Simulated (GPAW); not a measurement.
BN in GPAW: the effect of strain biaxial xy

BN:

```
N B
1.0
     2.45178    0.00000    0.00000
    -1.22589    2.12331    0.00000
     0.00000    0.00000    4.22685
N B
2 2
Direct
  0.33333 0.66667 0.12528
  0.66667 0.33333 0.62528
  0.33333 0.66667 0.49972
  0.66667 0.33333 0.99972
```

Measurements of this composition are mostly on another form, of space group No. 194.

Alike in all runs:

| Property | Result |
| --- | --- |
| Program | GPAW 26.7.0 |
| Task | band structure |
| Functional | PBEsol |
| Potentials or basis | PAW data sets generated in the run's folder for this functional |
| Cutoff | 800 eV |
| Basis | pw |
| k mesh | 9 × 9 × 5 |
| Occupations | fermi-dirac, width 0.05 eV |
| Spin | no spin polarisation |
| Maxiter | 150 |
| Band path | GMKGALHA,LM,KH |
| Band points | 80 |

```csv
strain biaxial xy,gap on the mesh (eV),pressure (GPa),largest force (eV/Å)
-0.04,4.66,28.3,0.20
-0.02,4.83,8.9,0.06
-0.01,?,?,?
0,4.98,-7.1,0.01
0.01,5.04,-14.0,0.03
0.02,5.10,-20.3,0.04
0.04,5.20,-31.0,0.02
```

Q: What does the run with strain biaxial xy -0.01 give?

A: gap on the mesh 4.91 eV; pressure 0.5 GPa; largest force 0.02 eV/Å.

Worked out: A parabola through the other rows of the gap on the mesh, of slope 7.34 eV per unit of strain biaxial xy there, gives 4.91 eV, against the run's 4.91. A parabola through the other rows of the pressure, of slope -810 GPa per unit of strain biaxial xy there, gives 0.7 GPa, against the run's 0.5. A parabola through the other rows of the largest force, of slope -2.9 eV/Å per unit of strain biaxial xy there, gives 0.05 eV/Å, against the run's 0.02.

Caveats: the density grid can change from cell to cell, which puts small steps into energies and stress; the cell as given lies far from equilibrium (some runs).

